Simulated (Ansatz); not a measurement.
MoP: experiment and calculation

**Measured values to compare with.**

“Pressure-induced Superconductivity in the Three-component Fermion Topological Semimetal Molybdenum Phosphide”, 2017, arxiv:1710.00472 reports, for a bulk crystal of MoP at 300 K: lattice constant a 3.2259 ± 0.0003 Å; lattice constant c 3.205 ± 0.0003 Å.

The results are compared with them further down.

All numbers below come from DFT r2SCAN, scalar-relativistic, plane waves, PAW (Ansatz).

Cutoff 500 eV; k points 18×18×14 on the computed 2-atom cell (Γ-centred); Gaussian smearing, width 0.10 eV; no spin polarisation.

Relaxed structure, symmetry kept:

```
CELL_PARAMETERS angstrom
3.23486 0.00000 0.00000
-1.61743 2.80147 0.00000
0.00000 0.00000 3.18180
ATOMIC_POSITIONS crystal
Mo 0.00000 0.00000 0.00000
P 0.33333 0.66667 0.50000
```

```
Space group                                                       : P-6m2 (No. 187)
Volume per atom                                                   : 14.42 Å³
Formation energy from the elements' standard states (uncorrected) : -0.708 eV/atom
Generalised Kohn–Sham band gap                                    : none (metal)
Density of states at the Fermi level                              : 0.73 states/eV per cell
Löwdin character within 0.5 eV of the Fermi level                 : Mo 4d 85 %, P 3p 10 %
Bulk modulus                                                      : 225 GPa
Its pressure derivative                                           : 4.3
Bader charges (e)                                                 : Mo (1 in the cell) 0.80, P (1 in the cell) -0.80
```

Against the measured lattice constant a of MoP, 3.2259 Å (300 K; the paper above), the calculated 3.235 Å is off by +0.3 %. Measured lattice constant c of MoP: 3.205 Å (300 K; the paper above). This calculation gives 3.182 Å (-0.7 %). The calculation is for 0 K without zero-point motion.

Cost: 6 runs of about 9.4 core-minutes in all, on Intel Xeon Platinum 8259CL (Skylake/Cascade Lake) (shared hosts).